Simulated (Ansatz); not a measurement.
# A series in volume scale on Re

Results calculated with Ansatz 0.2.0, not measured. Periodic Kohn-Sham DFT of a crystal at fixed atoms, scaled to volume_scale times the given cell; pressure positive in compression, energy less spherical unpolarised free atoms, largest_vzz the field gradient of largest size among the nuclei.

The cell before it is scaled or strained (space group P6_3/mmc, No. 194):
```
cell vectors (Å)
   2.6029     0.0000     0.0000
  -1.3015     2.2542     0.0000
   0.0000     0.0000     4.1620
atoms (fractions of the cell vectors)
Re  0.33333  0.66667  0.25000
Re  0.66667  0.33333  0.75000
```

Settings of every row: method frozen-core PAW; functional PBE; relativity scalar; k mesh 18x18x10; filling fermi-dirac; smearing width 0.05 eV; wave cutoff 420 eV; paw set soft_2.

Atom start moment: 0 on all atoms.

Limits: all rows lie far from zero pressure; cell far from its zero-pressure volume; field gradient without spin-orbit coupling on heavy atoms; no gap: field gradients move with the k mesh; no spin-orbit coupling on heavy atoms.

```
row  volume scale  V (Å³/atom)  pressure (GPa)  largest V_zz (1e21 V/m^2)
  1          0.96       11.722         149.865                     -8.695
  2          0.98       11.966         131.414                     -8.827
  3             1        12.21               ?                          ?
  4          1.02       12.454          99.146                     -8.823
  5          1.04       12.699          85.029                     -8.736
```

Question: what pressure should row 3 give?

Worked fit of pressure. Take u = (V_r/V)^(2/3) − 1 with V_r = 12.21 Å³ an atom, which is twice the finite (Eulerian) strain; such expansions in the strain, on which the Birch-Murnaghan equation of state is built, carry the rest volume and the bulk modulus. The shown rows have u = 0.02756, 0.01355, -0.0131, -0.02584. Least squares give pressure = 114.5443 + 1209.661 × u + 2609.8 × u² GPa; a straight line predicts inner rows, each left out in turn, worse (root mean square 1.1 against 0.00097 GPa). All shown rows lie on it to the printed digit. The withheld row has u = 0, so the fit gives 114.5443 + 1209.661 × (0) + 2609.8 × (0)² = 114.544 GPa.

The calculation gave 114.563 GPa. The fit lies 0.019 GPa (0.029 % of the column's range) below it; its largest miss of a shown row is 0.000 GPa.

The other values of row 3: largest V_zz -8.863 1e21 V/m^2.
